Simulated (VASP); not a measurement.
## Input and output of a VASP PBE single-point calculation on MgO (strained zincblende)

INCAR

```
PREC = Accurate
NBANDS = 11
ISMEAR = -1
ENCUT = 520
IBRION = -1
EDIFF = 1E-7
LWAVE = .FALSE.
NSW = 0
LELF = .TRUE.
LREAL = .FALSE.
GGA = PE
LASPH = .TRUE.
SIGMA = 0.02
ISIF = 2
NELM = 120
LCHARG = .TRUE.
```

KPOINTS

```
KPOINTS created by Atomic Simulation Environment
0
Gamma
10 10 10
0 0 0
```

KPOINTS_OPT

```
special points
6
Reciprocal
0.0000000000 0.0000000000 0.0000000000 1
-0.5000000000 -0.5000000000 0.0000000000 1
-0.3750000000 -0.3750000000 0.2500000000 1
-0.3750000000 0.0000000000 0.3750000000 1
0.0000000000 0.0000000000 0.5000000000 1
-0.5000000000 -0.2500000000 0.2500000000 1
```

POSCAR

```
Mg O
 1.0000000000000000
     0.0000000000000000    2.4184696010000000    2.4184696010000000
     2.4184696010000000    0.0000000000000000    2.4184696010000000
     2.4184696010000000    2.4184696010000000    0.0000000000000000
 Mg  O
   1   1
Cartesian
  0.0000000000000000  0.0000000000000000  0.0000000000000000
  1.2092348005000000  1.2092348005000000  1.2092348005000000
```

VASP ran with the recommended PBE PAW datasets (8 valence electrons in the cell).

Command

```
mpirun -np 1 vasp_std
```

OSZICAR

```
N       E                     dE             d eps       ncg     rms          rms(c)
DAV:   1     0.196388517337E+02    0.19639E+02   -0.42091E+03  1090   0.617E+02
DAV:   2    -0.125880478164E+02   -0.32227E+02   -0.31189E+02  1189   0.133E+02
DAV:   3    -0.136783142629E+02   -0.10903E+01   -0.10894E+01  1272   0.240E+01
DAV:   4    -0.136819865330E+02   -0.36723E-02   -0.36722E-02  1148   0.161E+00
DAV:   5    -0.136820034968E+02   -0.16964E-04   -0.16964E-04  1234   0.106E-01    0.819E+00
DAV:   6    -0.116040708395E+02    0.20779E+01   -0.15303E+01  1154   0.192E+01    0.326E+00
DAV:   7    -0.115422715243E+02    0.61799E-01   -0.30276E-01  1085   0.343E+00    0.155E+00
DAV:   8    -0.115346948539E+02    0.75767E-02   -0.69618E-02  1106   0.273E+00    0.407E-01
DAV:   9    -0.115332180249E+02    0.14768E-02   -0.20514E-03  1162   0.354E-01    0.158E-01
DAV:  10    -0.115335587083E+02   -0.34068E-03   -0.72591E-04  1142   0.174E-01    0.176E-02
DAV:  11    -0.115335586299E+02    0.78404E-07   -0.40380E-05  1211   0.337E-02    0.113E-02
DAV:  12    -0.115335601425E+02   -0.15126E-05   -0.51501E-06  1127   0.150E-02    0.162E-03
DAV:  13    -0.115335600914E+02    0.51156E-07   -0.38732E-07  1196   0.290E-03
   1 F= -.11533560E+02 E0= -.11533560E+02  d E =-.129540E-11
       N       E                     dE             ncg
DAV:   1     0.372061693887E+03   -0.16147E+04      148
DAV:   2     0.223437945982E+03   -0.14862E+03      158
DAV:   3     0.218876139079E+03   -0.45618E+01      170
DAV:   4     0.218863437617E+03   -0.12701E-01      150
DAV:   5     0.218863375832E+03   -0.61785E-04      155
DAV:   6     0.218863375388E+03   -0.44410E-06      156
DAV:   7     0.218863375384E+03   -0.37498E-08      115
```

From OUTCAR

```
k-points           NKPTS =     47   k-points in BZ     NKDIM =     47   number of bands    NBANDS=     11

   NELECT =       8.0000    total number of electrons

   dimension x,y,z NGX =    28 NGY =   28 NGZ =   28
   dimension x,y,z NGXF=    56 NGYF=   56 NGZF=   56

  energy-cutoff  :      520.00
  volume of cell :       28.29
      direct lattice vectors                 reciprocal lattice vectors
     0.000000000  2.418469601  2.418469601    -0.206742313  0.206742313  0.206742313
     2.418469601  0.000000000  2.418469601     0.206742313 -0.206742313  0.206742313
     2.418469601  2.418469601  0.000000000     0.206742313  0.206742313 -0.206742313

 k-points in reciprocal lattice and weights: KPOINTS created by Atomic Simulation Env
   0.00000000  0.00000000  0.00000000       0.001
   0.10000000  0.00000000  0.00000000       0.008
   0.20000000  0.00000000  0.00000000       0.008
   0.30000000  0.00000000  0.00000000       0.008
   0.40000000  0.00000000  0.00000000       0.008
   0.50000000  0.00000000  0.00000000       0.004
   0.10000000  0.10000000  0.00000000       0.006
   0.20000000  0.10000000  0.00000000       0.024
   ...

 E-fermi :   0.4435

 k-point     1 :       0.0000    0.0000    0.0000
  band No.  band energies     occupation
      1     -15.4796      2.00000
      2      -0.0280      2.00000
      3      -0.0280      2.00000
      4      -0.0280      2.00000
      5       2.7055      0.00000
      6      14.9376      0.00000
      7      14.9376      0.00000
      8      14.9376      0.00000
      9      18.5020      0.00000
     10      18.5020      0.00000
     11      18.5026      0.00000

 k-point     2 :       0.1000    0.0000    0.0000
  band No.  band energies     occupation
      1     -15.4386      2.00000
      2      -0.4676      2.00000
      3      -0.0454      2.00000
      4      -0.0454      2.00000
      5       3.2395      0.00000
      6      14.1281      0.00000
      7      14.9397      0.00000
      8      14.9397      0.00000
      9      17.3270      0.00000
     10      17.3270      0.00000
     11      17.9994      0.00000

 k-point     3 :       0.2000    0.0000    0.0000
  band No.  band energies     occupation
      1     -15.3293      2.00000
      2      -1.2665      2.00000
      3      -0.0901      2.00000
      4      -0.0901      2.00000
      5       4.3184      0.00000
      6      12.5099      0.00000
      7      14.6053      0.00000
      8      14.6053      0.00000
      9      17.0668      0.00000
     10      17.0668      0.00000
     11      17.4471      0.00000

 k-point     4 :       0.3000    0.0000    0.0000
  band No.  band energies     occupation
      1     -15.1894      2.00000
      2      -1.9847      2.00000
      3      -0.1439      2.00000
      4      -0.1439      2.00000
      5       5.5051      0.00000
      6      10.8523      0.00000
      7      13.9579      0.00000
      8      13.9579      0.00000
      9      17.2375      0.00000
     10      17.7752      0.00000
     11      17.7752      0.00000

 k-point     5 :       0.4000    0.0000    0.0000
  band No.  band energies     occupation
      1     -15.0723      2.00000
      2      -2.4660      2.00000
      3      -0.1864      2.00000
      4      -0.1864      2.00000
      5       6.6728      0.00000
      6       9.3807      0.00000
      7      13.4694      0.00000
      8      13.4694      0.00000
      9      17.3357      0.00000
     10      18.7632      0.00000
     11      18.7632      0.00000

 k-point     6 :       0.5000    0.0000    0.0000
  band No.  band energies     occupation
      1     -15.0267      2.00000
      2      -2.6349      2.00000
      3      -0.2024      2.00000
      4      -0.2024      2.00000
      5       7.5411      0.00000
      6       8.4067      0.00000
      7      13.2969      0.00000
      8      13.2969      0.00000
      9      17.4455      0.00000
     10      19.2821      0.00000
     11      19.2821      0.00000

 k-point     7 :       0.1000    0.1000    0.0000
  band No.  band energies     occupation
      1     -15.4251      2.00000
      2      -0.5071      2.00000
      3      -0.0953      2.00000
      4      -0.0953      2.00000
      5       3.3957      0.00000
      6      14.3441      0.00000
      7      14.7642      0.00000
      8      14.7642      0.00000
      9      15.6334      0.00000
     10      18.9326      0.00000
     11      19.2534      0.00000

 k-point     8 :       0.2000    0.1000    0.0000
  band No.  band energies     occupation
      1     -15.3388      2.00000
      2      -1.0960      2.00000
      3      -0.1657      2.00000
      4      -0.1377      2.00000
      5       4.2335      0.00000
      6      13.0722      0.00000
      7      14.0981      0.00000
      8      14.5679      0.00000
      9      15.4785      0.00000
     10      18.4850      0.00000
     11      18.8981      0.00000

 k-point     9 :       0.3000    0.1000    0.0000
  band No.  band energies     occupation
      1     -15.2093      2.00000
      2      -1.7668      2.00000
      3      -0.2289      2.00000
      4      -0.2053      2.00000
      5       5.3187      0.00000
      6      11.3844      0.00000
      7      13.3661      0.00000
      8      14.1595      0.00000
      9      16.2470      0.00000
     10      18.5554      0.00000
     11      18.7043      0.00000

 k-point    10 :       0.4000    0.1000    0.0000
  band No.  band energies     occupation
      1     -15.0844      2.00000
      2      -2.2774      2.00000
      3      -0.2975      2.00000
      4      -0.2616      2.00000
      5       6.4524      0.00000
      6       9.8526      0.00000
      7      12.9266      0.00000
      8      13.7112      0.00000
      9      17.0919      0.00000
     10      18.6986      0.00000
     11      19.3071      0.00000

 k-point    11 :       0.5000    0.1000    0.0000
  band No.  band energies     occupation
      1     -15.0144      2.00000
      2      -2.5266      2.00000
      3      -0.3784      2.00000
      4      -0.2524      2.00000
      5       7.5751      0.00000
      6       8.5542      0.00000
      7      12.7347      0.00000
      8      13.4478      0.00000
      9      17.8342      0.00000
     10      18.9767      0.00000
     11      19.4746      0.00000

 k-point    12 :      -0.4000    0.1000    0.0000
  band No.  band energies     occupation
      1     -15.0294      2.00000
      2      -2.4735      2.00000
      3      -0.4154      2.00000
      4      -0.2050      2.00000
      5       7.2487      0.00000
      6       8.9325      0.00000
      7      12.7419      0.00000
      8      13.4832      0.00000
      9      18.1881      0.00000
     10      18.6533      0.00000
     11      19.0606      0.00000

 k-point    13 :      -0.3000    0.1000    0.0000
  band No.  band energies     occupation
      1     -15.1230      2.00000
      2      -2.1304      2.00000
      3      -0.3908      2.00000
      4      -0.1363      2.00000
      5       6.1082      0.00000
      6      10.3500      0.00000
      7      12.9239      0.00000
      8      13.8666      0.00000
      9      17.4014      0.00000
     10      18.1359      0.00000
     11      18.9301      0.00000

 k-point    14 :      -0.2000    0.1000    0.0000
  band No.  band energies     occupation
      1     -15.2554      2.00000
      2      -1.5643      2.00000
      3      -0.3053      2.00000
      4      -0.0716      2.00000
      5       4.9627      0.00000
      6      11.9842      0.00000
      7      13.2830      0.00000
      8      14.6059      0.00000
      9      16.2859      0.00000
     10      17.7979      0.00000
     11      18.9650      0.00000

 k-point    15 :      -0.1000    0.1000    0.0000
  band No.  band energies     occupation
      1     -15.3750      2.00000
      2      -0.9169      2.00000
      3      -0.1729      2.00000
      4      -0.0363      2.00000
      5       3.9081      0.00000
      6      13.5136      0.00000
      7      13.9652      0.00000
      8      15.2722      0.00000
      9      15.9476      0.00000
     10      17.3547      0.00000
     11      19.3578      0.00000

 k-point    16 :       0.2000    0.2000    0.0000
  band No.  band energies     occupation
      1     -15.2807      2.00000
      2      -1.2588      2.00000
      3      -0.2670      2.00000
      4      -0.2670      2.00000
      5       4.6793      0.00000
      6      12.8951      0.00000
      7      13.2474      0.00000
      8      14.5516      0.00000
      9      14.5516      0.00000
     10      19.6845      0.00000
     11      20.6745      0.00000

 ...

  Total       -2.2216821     -2.2216821     -2.2216821      0.0000000      0.0000000      0.0000000
  in kB     -125.8173698   -125.8173698   -125.8173698      0.0000000      0.0000000      0.0000000
  external PRESSURE =    -125.8173698 kB  Pullay stress =       0.0000000 kB

 POSITION                                       TOTAL-FORCE (eV/Angst)
 -----------------------------------------------------------------------------------
      0.00000      0.00000      0.00000         0.000000     -0.000000      0.000000
      1.20923      1.20923      1.20923        -0.000000      0.000000     -0.000000
 -----------------------------------------------------------------------------------
    total drift:                                0.000000      0.000000      0.000000

  FREE ENERGIE OF THE ION-ELECTRON SYSTEM (eV)
  ---------------------------------------------------
  free  energy   TOTEN  =       -11.5335600914 eV

  energy  without entropy=      -11.5335600914  energy(sigma->0) =      -11.53356009
```

```json
{
  "gap between bands v and c": "2.73 eV",
  "least direct gap": "2.73 eV",
  "pressure": "-12.6 GPa"
}
```

Band v is the last that the valence electrons fill when counted band by band, and c is the next.

The run took about 7.9 s on one core of a shared host (Intel Xeon 6975P-C) and held 0.17 GiB at most.
